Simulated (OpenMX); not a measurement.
Hg:

```
Hg
1.0
    -1.87674    1.87674    1.91684
     1.87674   -1.87674    1.91684
     1.87674    1.87674   -1.91684
Hg
1
Direct
  0.50000 0.50000 0.00000
```

```yaml
Program: OpenMX 3.8.5
Task: single point
Functional: PBE
Potentials_or_basis: OpenMX 2013 PBE set, Hg8.0-s3p2d2f1, grid cutoff 500 Ry
k_mesh: 11 × 11 × 11
Occupations: fermi-dirac, width 0.05 eV
Spin: no spin polarisation
```

On this cell: pressure 1.5 GPa; band gap on the k mesh none (metal or under the smearing width).

The same run follows on a disturbed copy (cell strained at random at fixed volume):

```xyz
1
Lattice="-1.9130 1.8561 1.9215 1.8750 -1.8958 1.9232 1.8916 1.8745 -1.9604" Properties=species:S:1:pos:R:3 pbc="T T T"
Hg   -0.0380   -0.0189    1.9169
```

Problem. What does the disturbed cell give?

Solution. The energy (extrapolated to zero smearing) moves by -3.3 meV/atom; pressure 1.5 GPa; band gap on the k mesh none (metal or under the smearing width).

The energy falls, though the first cell shows no forces: that form is unstable against this distortion, unless noise or another electronic state is at work.

Caveats: the basis of atomic orbitals isn't converged, which shifts pressures, moduli and gaps.
